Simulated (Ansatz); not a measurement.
# Te2Mo (P2_1/m) in Ansatz: relaxation of cell and atoms with PBEsol

Aim: the relaxation of cell and atoms of Te2Mo with PBEsol.

Program: Ansatz 0.2.0. These are calculated values, not measurements. Logs are shortened: lines on timing, memory, paths and dates and some standing lists are left out, and cuts for length are marked.

### Step 1. Starting point

It takes space group P2_1/m (No. 11, monoclinic). Conventional cell: a = 6.330 Å, b = 3.469 Å, c = 13.860 Å, α = 90.00°, β = 93.92°, γ = 90.00°. Around Te (site symmetry m) lie 3 Mo at 2.79 to 2.81 Å. Te (site symmetry m) has 3 Mo at 2.70 Å as nearest neighbours. Te (site symmetry m) is surrounded by 3 Mo at 2.79 to 2.82 Å. Te (site symmetry m) is surrounded by 3 Mo at 2.70 to 2.71 Å. Mo (site symmetry m) is surrounded by 6 Te at 2.70 to 2.82 Å and 2 Mo at 2.89 Å. Around Mo (site symmetry m) lie 6 Te at 2.70 to 2.81 Å and 2 Mo at 2.90 Å.

### Step 2. Relaxation of cell and atoms, PBEsol, target pressure 5 GPa, at which the enthalpy is minimised

input.yaml

```yaml
crystal:
  lattice:
    - [6.33, 0.0, 0.0]
    - [0.0, 3.469, 0.0]
    - [-0.9467947088, 0.0, 13.8276237937]
  atoms:
    - { symbol: Te, position: [0.9437, 0.75, 0.6045] }
    - { symbol: Te, position: [0.0563, 0.25, 0.3955] }
    - { symbol: Te, position: [0.903, 0.25, 0.8514] }
    - { symbol: Te, position: [0.097, 0.75, 0.1486] }
    - { symbol: Te, position: [0.4112, 0.75, 0.8955] }
    - { symbol: Te, position: [0.5888, 0.25, 0.1045] }
    - { symbol: Te, position: [0.4432, 0.25, 0.6484] }
    - { symbol: Te, position: [0.5568, 0.75, 0.3516] }
    - { symbol: Mo, position: [0.8167, 0.75, 0.9926] }
    - { symbol: Mo, position: [0.1833, 0.25, 0.0074] }
    - { symbol: Mo, position: [0.6819, 0.25, 0.4934] }
    - { symbol: Mo, position: [0.3181, 0.75, 0.5066] }
hamiltonian:
  xc: pbesol
  pseudopotentials: { kind: paw }
kpoints:
  mp_grid: { grid: [3, 6, 2] }
scf:
  occupations: { method: fermi_dirac, width: 0.05 }
output:
  forces: true
  stress: true
  eigenvalues: true
relax:
  f_tol: 0.01
  max_steps: 40
  cell: { stress_tol: 0.05, p_target: 5.0 }
```

Potentials or basis: Ansatz PAW.

Launch:

```
$ ansatz run input.yaml --threads 4 --pin off --max-ram 11264MiB --backend cpu --events-out ev --progress --plain --runs-dir out
```

Output:

```text
Warning: RAYON_NUM_THREADS=4 ignored (pool sized by the plan → 4); use --threads N
Engine: ansatz 0.2.0, x86_64-unknown-linux-gnu
Pseudopotentials: kind: paw
Pseudopotential: Te, paw, valence charge 16, recommended cutoff 420 eV (normal), Te.paw.azcp
Pseudopotential: Mo, paw, valence charge 14, recommended cutoff 420 eV (normal), Mo.paw.azcp
Functional definition: PBEsol
  exchange = pbesol_x
  correlation = pbesol_c
Crystal: 12 atoms, lattice volume = 303.638 Å³
Basis set: ecut = 420 eV, 5919 PW (Γ), exchange–correlation on 90×48×192 points (8 copies of the dense FFT grid, shifted against one another)
Bands: 111, of which v1, the nominal top of the filled ones, is band 92 counted from 1 (91 counted from 0)
Symmetry: 4 space group operations
Space group: P21/m (ITA 11), of the structure as read, at distance tolerance 6.7e-5 Å
k-points: 16 of 36
Non-local potential: Te, projectors of the file, l = 0: 2, l = 1: 2, l = 2: 2, l = 3: 2
Non-local potential: Mo, projectors of the file, l = 0: 3, l = 1: 2, l = 2: 2, l = 3: 1
PAW form: soft (Blöchl's): semilocal exchange-correlation on the pseudo side does not see the compensation charge
PAW frozen core: Te, regenerated for the run's functional, and the local potential with it (the file was generated under x = pbe(κ = 0.804, μ = 0.2195149727645171), c = pbe(β = 0.06672455060314922))
PAW frozen core: Mo, regenerated for the run's functional, and the local potential with it (the file was generated under x = pbe(κ = 0.804, μ = 0.2195149727645171), c = pbe(β = 0.06672455060314922))
PAW one-centre angular grid: Te, 590 points (default); XC on 64 Gauss nodes
PAW one-centre angular grid: Mo, 590 points (default); XC on 64 Gauss nodes
Initial density: superposition of atomic densities (neutral atoms: chi_scale 0, normalization atom), corrected by the library's trained network
Initial wavefunctions: pseudopotential atomic-orbital guess
Functional: x = pbesol(κ = 0.804, μ = 0.12345679012345678), c = pbesol(β = 0.046)
SCF iter   1: F=—  HF=-74805.223774 eV  |F-HF|=—  |Δ(HF+E_count)|=         —  Δρ=6.27e-3  dr2=1.86e-1  ethr=1.77e-3  ⟨swp⟩=6.0  Hψ=6430  notcnv=0  defer=21
preconditioner: auto → LDOS  [metal: Δε(μ)=0.040 eV  Ē_g=7.249 eV  σ=0.050 eV  W_gap=0.20  n_scr=82 (ndim 8)  ℏωp=18.1 eV  f_vac=0.028  D(μ)=4.30/eV (n_scr^D=16)  β→1.0]
SCF iter   2: F=—  HF=-74805.242787 eV  |F-HF|=—  |Δ(HF+E_count)|=   1.90e-2  Δρ=5.49e-3  dr2=2.78e-1  ethr=1.01e-4  ⟨swp⟩=3.0  Hψ=3028  notcnv=0  defer=127
SCF iter   3: F=—  HF=-74805.212230 eV  |F-HF|=—  |Δ(HF+E_count)|=   3.06e-2  Δρ=9.72e-4  dr2=1.01e-2  ethr=1.01e-4  ⟨swp⟩=2.0  Hψ=2231  notcnv=0  defer=127
SCF iter   4: F=—  HF=-74805.211042 eV  |F-HF|=—  |Δ(HF+E_count)|=   1.19e-3  Δρ=2.27e-4  dr2=2.72e-4  ethr=5.49e-6  ⟨swp⟩=2.0  Hψ=2096  notcnv=0  defer=127
SCF iter   5: F=—  HF=-74805.210960 eV  |F-HF|=—  |Δ(HF+E_count)|=   8.25e-5  Δρ=4.09e-5  dr2=7.16e-6  ethr=1.48e-7  ⟨swp⟩=2.1  Hψ=3032  notcnv=0  defer=127
SCF iter   6: F=—  HF=-74805.211037 eV  |F-HF|=—  |Δ(HF+E_count)|=   7.71e-5  Δρ=1.05e-5  dr2=4.39e-7  ethr=3.89e-9  ⟨swp⟩=2.0  Hψ=3154  notcnv=0  defer=127
SCF iter   7: F=—  HF=-74805.211037 eV  |F-HF|=—  |Δ(HF+E_count)|=   4.27e-8  Δρ=4.45e-6  dr2=1.16e-7  ethr=5.43e-11  ⟨swp⟩=11.6  Hψ=8318  notcnv=0
SCF iter   8: F=-74805.211037 eV  HF=-74805.211037 eV  |F-HF|=4.66e-10  |Δ(HF+E_count)|=   1.71e-8  Δρ=1.15e-6  dr2=3.08e-9  ethr=5.43e-11  ⟨swp⟩=4.0  Hψ=5123  notcnv=0
SCF 1 converged in 8 iterations: F = -74805.211037 eV  dr2 = 3.08e-9
relax step   1: F+E_penalty+E_count = -74805.21103673 eV  Δ(F+E_penalty+E_count) = +0.000e0 eV  max|allowed force component| = 2.561e-1 eV/Å  Δτ_max = 0.0000 Å  P = -1.428 GPa  Ω = 303.638 Å³  (8 SCF iters, dr2 threshold 1.00e-7 eV, accepted)
[... 107 lines left out ...]
Harris-Foulkes:  -74804.914746 eV  (|F-HF|=5.82e-11)
Internal energy: -74804.882151 eV  (E = F + TS)
E sigma→0 (E₀):  -74804.898448 eV
Entropy (-TS):   -0.032595 eV (-2.716 meV/atom)
Fermi energy:    14.495370 eV
--- Per-component energies (eV) ---
  E_band       = -1994.696901
  E_kinetic    = 3237.569717
  E_local      = -12813.857461  (includes V_loc(G=0)·N_el)
  E_nonlocal   = -1878.100954
  E_hartree    = 7425.829699
  E_xc         = -1728.686313
  E_vxc        = -1763.433224  (∫ρ·V_xc dr)
  E_paw        = -49257.653022  (= ΣΔE_a)
  E_vpaw       = -3628.533467  (= ΣTr[D̂ρ^β])
  E_aug_tail   = -0.001320  (compensation charges beyond the density's cutoff)
  E_ewald      = -19793.818217
  E_core_change = 3.835719  (= ΣΔE_core)
  E_smearing   = -0.032595  (= −TS)
  E_closure    = 0.000000  (closes the sum)
  Σ components = -74804.914746   (vs F -74804.914746, Δ=0.00e0)
--- Forces (eV/Å), atoms counted from 1 ---
  atom   1  Te     0.00026520     0.00000000    -0.00011917
  atom   2  Te    -0.00026520    -0.00000000     0.00011917
  atom   3  Te     0.00089469     0.00000000     0.00067341
  atom   4  Te    -0.00089469    -0.00000000    -0.00067341
  atom   5  Te     0.00205151     0.00000000     0.00039212
  atom   6  Te    -0.00205151    -0.00000000    -0.00039212
  atom   7  Te     0.00183546    -0.00000000    -0.00265000
  atom   8  Te    -0.00183546     0.00000000     0.00265000
  atom   9  Mo     0.00360508    -0.00000000     0.00368010
  atom  10  Mo    -0.00360508     0.00000000    -0.00368010
  atom  11  Mo    -0.00368062     0.00000000     0.00403982
  atom  12  Mo     0.00368062    -0.00000000    -0.00403982
  max |Σ_I F_I| component: 8.67e-19 eV/Å
--- Stress (GPa, compression-positive) ---
        4.996891      -0.000000      -0.001860
       -0.000000       4.964923       0.000000
       -0.001860       0.000000       4.988888
  P = ⅓ Tr σ = 4.9836 GPa (49.836 kbar)
--- Band table (eV; the first three rows and the last of 16) ---
  k-point 0: bands = ["-46.4929", "-46.4449", "-46.4247", "-46.3780", "-22.6885", "-22.6797", "-22.6765", "-22.6752", "-22.6584", "-22.6531", "-22.6472", "-22.6401", "-22.6389", "-22.6355", "-22.6321", "-22.6294", "-22.6261", "-22.6228", "-22.6207", "-22.6191", "-22.6173", "-22.6150", "-22.6120", "-22.6053", "-22.5921", "-22.5859", "-22.5849", "-22.5822", "-22.5799", "-22.5742", "-22.5710", "-22.5683", "-22.5625", "-22.5590", "-22.5542", "-22.5488", "-22.5393", "-22.5367", "-22.5082", "-22.4970", "-22.4845", "-22.4741", "-22.4655", "-22.4599", "-20.8123", "-20.7628", "-20.6989", "-20.6725", "-20.6492", "-20.6227", "-20.5416", "-20.4963", "-20.4894", "-20.4501", "-20.3558", "-20.3084", "0.5359", "1.2424", "1.4409", "2.5507", "2.6246", "2.8801", "3.0395", "3.3821", "7.8760", "7.9721", "8.4806", "8.6773", "9.4161", "9.7341", "9.8845", "10.1307", "10.6382", "11.5515", "11.6988", "11.7707", "11.8779", "11.9296", "12.0108", "12.1544", "12.4653", "12.6348", "12.9163", "13.1148", "13.3359", "13.5872", "13.8724", "13.9587", "14.2307", "14.2392", "14.7457", "14.8287", "15.1456", "15.1823", "15.2985", "15.4726", "15.5231", "16.3417", "16.4107", "16.6553", "16.8763", "17.2791", "17.4762", "17.4987", "17.5054", "17.8442", "18.1337", "18.5118", "19.0771", "19.2415", "19.4171"]
  k-point 1: bands = ["-46.4929", "-46.4449", "-46.4247", "-46.3780", "-22.6885", "-22.6797", "-22.6765", "-22.6752", "-22.6585", "-22.6531", "-22.6471", "-22.6390", "-22.6389", "-22.6355", "-22.6323", "-22.6322", "-22.6235", "-22.6228", "-22.6215", "-22.6190", "-22.6166", "-22.6162", "-22.6117", "-22.6050", "-22.5925", "-22.5857", "-22.5838", "-22.5823", "-22.5801", "-22.5751", "-22.5711", "-22.5684", "-22.5611", "-22.5599", "-22.5542", "-22.5488", "-22.5393", "-22.5367", "-22.5082", "-22.4970", "-22.4845", "-22.4741", "-22.4655", "-22.4599", "-20.8123", "-20.7627", "-20.6989", "-20.6725", "-20.6492", "-20.6227", "-20.5416", "-20.4963", "-20.4894", "-20.4501", "-20.3558", "-20.3084", "0.7103", "0.7797", "2.1464", "2.1741", "2.6217", "2.6239", "3.3060", "3.3192", "8.0180", "8.1553", "8.4970", "8.6037", "9.0236", "9.3642", "9.8623", "10.4936", "11.0611", "11.4802", "11.7759", "11.7760", "11.8338", "11.8679", "11.9980", "12.0509", "12.3751", "12.6281", "12.8767", "13.0631", "13.4974", "13.6812", "13.7165", "13.8388", "14.4021", "14.4197", "14.6340", "14.9422", "14.9718", "15.0115", "15.3560", "15.4841", "15.8958", "16.3792", "16.5716", "16.5808", "16.5820", "16.6161", "17.7632", "17.7853", "17.8685", "17.8737", "17.9938", "18.0061", "19.2313", "19.4560", "19.6673"]
  k-point 2: bands = ["-46.4864", "-46.4385", "-46.4273", "-46.3805", "-22.6853", "-22.6807", "-22.6723", "-22.6717", "-22.6529", "-22.6483", "-22.6474", "-22.6444", "-22.6393", "-22.6384", "-22.6352", "-22.6260", "-22.6257", "-22.6216", "-22.6206", "-22.6182", "-22.6162", "-22.6145", "-22.6132", "-22.6084", "-22.5913", "-22.5880", "-22.5847", "-22.5826", "-22.5815", "-22.5736", "-22.5697", "-22.5683", "-22.5640", "-22.5607", "-22.5483", "-22.5416", "-22.5405", "-22.5395", "-22.5100", "-22.5005", "-22.4838", "-22.4741", "-22.4649", "-22.4595", "-20.8022", "-20.7526", "-20.7179", "-20.6795", "-20.6678", "-20.6295", "-20.5580", "-20.5089", "-20.5012", "-20.4519", "-20.3569", "-20.3097", "0.8742", "1.5728", "1.6890", "2.7651", "2.8187", "3.0824", "3.1756", "3.5701", "8.2137", "8.3031", "8.7689", "8.9144", "9.4917", "9.8336", "10.0361", "10.1063", "10.5432", "10.9027", "11.1002", "11.3303", "11.5346", "11.6266", "11.8107", "12.1322", "12.3155", "12.3843", "12.5385", "12.8904", "12.9174", "12.9413", "13.2182", "13.2199", "13.7139", "13.8077", "14.0923", "14.2743", "14.5198", "14.9703", "15.5198", "15.6057", "15.7256", "16.1446", "16.3501", "16.3663", "16.5858", "16.6262", "16.9087", "17.0471", "17.4092", "17.6951", "17.8501", "17.9385", "19.4029", "19.5303", "20.5847"]
  k-point 15: bands = ["-46.4510", "-46.4510", "-46.4037", "-46.4037", "-22.6968", "-22.6968", "-22.6566", "-22.6566", "-22.6498", "-22.6498", "-22.6444", "-22.6444", "-22.6351", "-22.6351", "-22.6328", "-22.6328", "-22.6249", "-22.6249", "-22.6226", "-22.6226", "-22.6163", "-22.6163", "-22.5966", "-22.5966", "-22.5921", "-22.5921", "-22.5847", "-22.5847", "-22.5749", "-22.5749", "-22.5685", "-22.5685", "-22.5632", "-22.5632", "-22.5491", "-22.5491", "-22.5211", "-22.5211", "-22.5115", "-22.5115", "-22.4779", "-22.4779", "-22.4610", "-22.4610", "-20.8347", "-20.8347", "-20.7842", "-20.7842", "-20.6047", "-20.6047", "-20.5555", "-20.5555", "-20.4257", "-20.4257", "-20.3776", "-20.3776", "3.0008", "3.0008", "3.2445", "3.2445", "3.4213", "3.4213", "3.5864", "3.5864", "8.0169", "8.0169", "8.2561", "8.2561", "8.9269", "8.9269", "9.1855", "9.1855", "10.3998", "10.3998", "10.7932", "10.7932", "11.2473", "11.2473", "11.5420", "11.5420", "11.7063", "11.7063", "12.0770", "12.0770", "12.4581", "12.4581", "12.6252", "12.6252", "13.1047", "13.1047", "13.2326", "13.2326", "15.4919", "15.4919", "15.6089", "15.6089", "15.9185", "15.9185", "16.2130", "16.2130", "16.4289", "16.4289", "16.9560", "16.9560", "17.7115", "17.7115", "18.1765", "18.1765", "19.1346", "19.1346", "19.5447"]
--- Relaxed structure (8 steps of the walk, 8 accepted, 1 SCFs on fresh bases) ---
  F+E_penalty+E_count = -74804.91474574 eV   max|allowed force component| = 4.040e-3 eV/Å   (the final SCF, on the basis selected at the relaxed cell)
  cell:  # Å, volume = 271.7202 Å³
    - [6.266239931701252, 0.0, -0.05411429911796281]
    - [0.0, 3.4001097432146157, 0.0]
    - [-1.0554684014958864, 0.0, 12.762396003603948]
  atoms:
    - { symbol: Te, position: [0.9525962736296578, 0.7500000000000001, 0.6097568753518177] }
    - { symbol: Te, position: [0.047403726370342236, 0.25000000000000006, 0.3902431246481828] }
    - { symbol: Te, position: [0.8996423197896187, 0.25000000000000006, 0.8398526262442293] }
    - { symbol: Te, position: [0.10035768021038162, 0.7500000000000001, 0.16014737375577107] }
    - { symbol: Te, position: [0.40742212437173453, 0.7500000000000001, 0.8902855536317862] }
    - { symbol: Te, position: [0.5925778756282657, 0.25000000000000006, 0.10971444636821415] }
    - { symbol: Te, position: [0.4486489008231346, 0.25000000000000006, 0.6593952340560256] }
    - { symbol: Te, position: [0.5513510991768654, 0.7500000000000001, 0.3406047659439744] }
    - { symbol: Mo, position: [0.8154397259939389, 0.7500000000000001, 0.9918945543441423] }
    - { symbol: Mo, position: [0.18456027400606115, 0.25000000000000006, 0.008105445655858082] }
    - { symbol: Mo, position: [0.6818794195481527, 0.25000000000000006, 0.4943009582007787] }
    - { symbol: Mo, position: [0.3181205804518473, 0.7500000000000001, 0.5056990417992216] }
```

Wall time 2.9 min (4 threads of Intel Xeon at 2.50GHz (Skylake/Cascade Lake), shared host); peak memory 1.3 GiB.

What came out:

- Free energy: -74804.9147 eV
- Relaxed volume: 22.64 Å³/atom
- Relaxed cell: a = 6.266 Å, b = 3.400 Å, c = 12.806 Å, α = 90.00°, β = 95.22°, γ = 90.00°
- Space group after relaxing (to 0.05 Å): P2_1/m (No. 11)
- Energy change on relaxing (the enthalpy is what falls): +24.7 meV/atom
- Ionic steps: 9
- Pressure after relaxing: 5.0 GPa
- Largest force after relaxing: 0.005 eV/Å
- Band gap on the k mesh: none (metal or under the smearing width)

Forces in eV/Å, atoms in the order of the input:
```
Te   0.000  0.000  0.000
Te   0.000  0.000  0.000
Te   0.001  0.000  0.001
Te  -0.001  0.000 -0.001
Te   0.002  0.000  0.000
Te  -0.002  0.000  0.000
Te   0.002  0.000 -0.003
Te  -0.002  0.000  0.003
Mo   0.004  0.000  0.004
Mo  -0.004  0.000 -0.004
Mo  -0.004  0.000  0.004
Mo   0.004  0.000 -0.004
```

The path:
```tsv
step	energy change (eV)	largest force (eV/Å)	volume (Å³)
1	0.0000	0.2575	303.64
2	1.0656	1.1339	264.21
3	0.4633	0.6708	269.60
4	0.4506	0.5839	269.74
5	0.2092	0.1350	274.77
6	0.2821	0.0513	272.02
7	0.2912	0.0126	271.70
8	0.2904	0.0054	271.72
9	0.2963	0.0055	271.72
```

Final structure:
```
Te Mo
1.0
     6.26624    0.00000   -0.05411
     0.00000    3.40011    0.00000
    -1.05547    0.00000   12.76240
Te Mo
8 4
Cartesian
  5.3256 2.5501 7.7304
  -0.1148 0.8500 4.9779
  4.7509 0.8500 10.6698
  0.4598 2.5501 2.0384
  1.6133 2.5501 11.3401
  3.5974 0.8500 1.3682
  2.1154 0.8500 8.3912
  3.0954 2.5501 4.3171
  4.0628 2.5501 12.6148
  1.1479 0.8500 0.0935
  3.7511 0.8500 6.2716
  1.4597 2.5501 6.4367
```

Levels at points of the mesh, in eV from the Fermi level:
| k point | band 90 | band 91 | band 92 | band 93 | band 94 | band 95 |
| --- | --- | --- | --- | --- | --- | --- |
| (0.00, 0.00, 0.00) | -0.26 | 0.25 | 0.33 | 0.65 | 0.69 | 0.80 |
| (0.00, 0.00, -0.50) | -0.08 | 0.14 | 0.45 | 0.48 | 0.52 | 0.86 |
| (0.00, -0.50, 0.00) | -1.66 | -1.40 | -1.40 | 0.87 | 0.87 | 1.22 |
| (0.00, -0.50, -0.50) | -1.70 | -1.45 | -1.45 | 0.78 | 0.78 | 1.26 |

Caveat: the plane-wave basis is chosen anew once the cell has moved, so the energies of steps on either side of that aren't comparable; the PAW data sets come from PBE, with cores solved anew for the run's functional, which leaves a small shift of forces and pressure.
